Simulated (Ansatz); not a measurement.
Ideal shear of a crystal plane in BN

Computed with DFT PBE, scalar-relativistic, plane waves, PAW in Ansatz. Cutoff 420 eV, Γ-centred 10×10×2 k-points, Gaussian smearing of 0.05 eV. No spin polarisation. Energies are free energies at this smearing, counted from the undisturbed cell; pressure is positive in compression.

Zero of the scan (as given, not relaxed at this level; it stands at 0.0 GPa; this wurtzite form isn't the usual structure):

```yaml
crystal:
  lattice:
    - [-2.55394, 0.00000, 0.00000]
    - [1.27697, -2.21178, 0.00000]
    - [0.00000, 0.00000, 12.68056]
  atoms:
    - { symbol: B, position: [0.33333, 0.66667, 0.22904] }
    - { symbol: B, position: [0.33333, 0.66667, 0.56237] }
    - { symbol: B, position: [0.33333, 0.66667, 0.89571] }
    - { symbol: B, position: [0.66667, 0.33333, 0.06237] }
    - { symbol: B, position: [0.66667, 0.33333, 0.39571] }
    - { symbol: B, position: [0.66667, 0.33333, 0.72904] }
    - { symbol: N, position: [0.33333, 0.66667, 0.10423] }
    - { symbol: N, position: [0.33333, 0.66667, 0.43756] }
    - { symbol: N, position: [0.33333, 0.66667, 0.77089] }
    - { symbol: N, position: [0.66667, 0.33333, 0.93756] }
    - { symbol: N, position: [0.66667, 0.33333, 0.27089] }
    - { symbol: N, position: [0.66667, 0.33333, 0.60423] }
```

The cut lies on the cell's a–b face, a (0 0 1) plane (indices in the standard cell, whose axes needn't be the Cartesian ones shown) of area 5.65 Å², between layers 1.58 Å apart. Vector c is tilted by f times 1·a + 0·b (length 2.554 Å) with the atoms' Cartesian places fixed: one unrelaxed fault a cell. The traction is dγ/du, the slope of γ against the slip u in Å. Some rows repeat others by symmetry and weren't run.

| f | γ (mJ/m²) | traction (GPa) |
| --- | --- | --- |
| 0.0000 | 0 | 0.0 |
| 0.1000 | 533 | 41.6 |
| 0.2000 | 2084 | 78.2 |
| 0.3000 | 4381 | 97.1 |
| 0.4000 | 6710 | 76.7 |
| 0.5000 | 7793 | 0.0 |
| 0.6000 | 6710 | -76.7 |
| 0.7000 | 4381 | -97.1 |
| 0.8000 | 2084 | -78.2 |
| 0.9000 | 533 | -41.6 |

Q: Read off the first barrier and the stress needed to climb it, and compare with Frenkel's sinusoid.

A: The first sampled maximum lies at f = 0.500, a slip of 1.28 Å, with γ ≈ 7793 mJ/m², which stands in for the unstable fault energy γ_us, and the steepest sampled slope before it is 97.1 GPa. A sinusoid γ = γ_us sin²(πu/λ) with its maximum there has λ = 2.55 Å and a largest slope πγ_us/λ = 95.9 GPa (1 mJ/m² per Å = 0.01 GPa). The stand-in is too high: the stress and forces give a traction of 36.1 GPa across the line at this point, so it is no saddle, and slip that bends off the line crosses lower.

Q: Is there a metastable fault on this line?

A: Apart from points where γ returns to about zero, no local minimum shows among the samples, so at this sampling the line offers no fault for a dislocation to split on; a fault can still lie off the line.

The cut is rigid; relaxing the faces lowers these energies and usually the stresses.